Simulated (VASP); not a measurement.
## Sc: relaxation of cell and atoms with PBE

Crystal: Sc.

```xyz
1
Lattice="-1.8790 1.8790 2.3805 1.8790 -1.8790 2.3805 1.8790 1.8790 -2.3805" Properties=species:S:1:pos:R:3 pbc="T T T"
Sc    0.0000    0.0000    0.0000
```

This isn't the form of Sc at room conditions, which is hcp.

```
Program                : VASP 6.6.1
Task                   : relaxation of cell and atoms
Functional             : PBE
Potentials or basis    : VASP PAW PBE potentials, release 64 (Sc_sv)
Cutoff                 : 520 eV
k mesh                 : 16 × 16 × 16
Occupations            : gaussian, width 0.1 eV
Spin                   : no spin polarisation
Further INCAR settings : ALGO = Normal; EDIFF = 1e-06; IBRION = 2; EDIFFG = -0.01; NSW = 90; ISIF = 3
```

```yaml
Relaxed_volume: 24.68 Å³/atom
Relaxed_cell: a = 3.269 Å, b = 3.269 Å, c = 3.269 Å, α = 120.04°, β = 120.04°, γ = 89.93°
Space_group_after_relaxing_to_0.05_Å: Fm-3m (No. 225)
Energy_gained_by_relaxing: 345.3 meV/atom
Ionic_steps: 12
Pressure_after_relaxing: 0.0 GPa
Band_gap_on_the_k_mesh: none (metal or under the smearing width)
```

Step by step:
| step | energy change (eV) | largest force (eV/Å) | pressure (GPa) | volume (Å³) |
| --- | --- | --- | --- | --- |
| 1 | 0.0000 | 0.0000 | -9.52 | 33.62 |
| 2 | -0.3350 | 0.0000 | -0.28 | 24.81 |
| 3 | -0.3352 | 0.0000 | 0.07 | 24.65 |
| 4 | -0.3380 | 0.0000 | 0.06 | 24.65 |
| 5 | -0.3439 | 0.0000 | 0.11 | 24.63 |
| 6 | -0.3408 | 0.0000 | 0.37 | 24.50 |
| 7 | -0.3452 | 0.0000 | 0.18 | 24.60 |
| 8 | -0.3452 | 0.0000 | 0.17 | 24.60 |
| 9 | -0.3452 | 0.0000 | 0.18 | 24.59 |
| 10 | -0.3452 | 0.0000 | 0.19 | 24.59 |
| 11 | -0.3452 | 0.0000 | -0.25 | 24.81 |
| 12 | -0.3453 | 0.0000 | 0.00 | 24.68 |

Final structure:
```
CELL_PARAMETERS angstrom
-1.63344 1.63344 2.31273
1.63344 -1.63344 2.31273
1.63344 1.63344 -2.31273
ATOMIC_POSITIONS crystal
Sc 0.00000 0.00000 0.00000
```

Levels at points of the mesh, in eV from the Fermi level:
| k point | band 2 | band 3 | band 4 | band 5 | band 6 | band 7 | band 8 | band 9 |
| --- | --- | --- | --- | --- | --- | --- | --- | --- |
| (0.00, 0.00, 0.00) | -27.86 | -27.86 | -27.86 | -5.19 | 1.57 | 1.58 | 1.58 | 2.96 |
| (0.50, 0.00, 0.00) | -28.25 | -27.91 | -27.91 | -1.76 | 0.22 | 1.47 | 1.47 | 3.84 |
| (0.50, 0.50, 0.00) | -28.22 | -28.00 | -28.00 | -1.52 | -0.62 | 1.92 | 3.84 | 4.07 |
| (0.50, 0.50, 0.50) | -28.22 | -28.00 | -28.00 | -1.52 | -0.62 | 1.90 | 3.84 | 4.07 |

It took 4.2 min on 1 thread of Intel(R) Xeon(R) 6975P-C (Granite Rapids), with other jobs on the host, peak memory 0.26 GiB.

Caveat: the volume moved by over 15 % at a fixed basis, so the end points are rough; the volume moved by -27 % from the deposited cell, more than functionals usually miss.
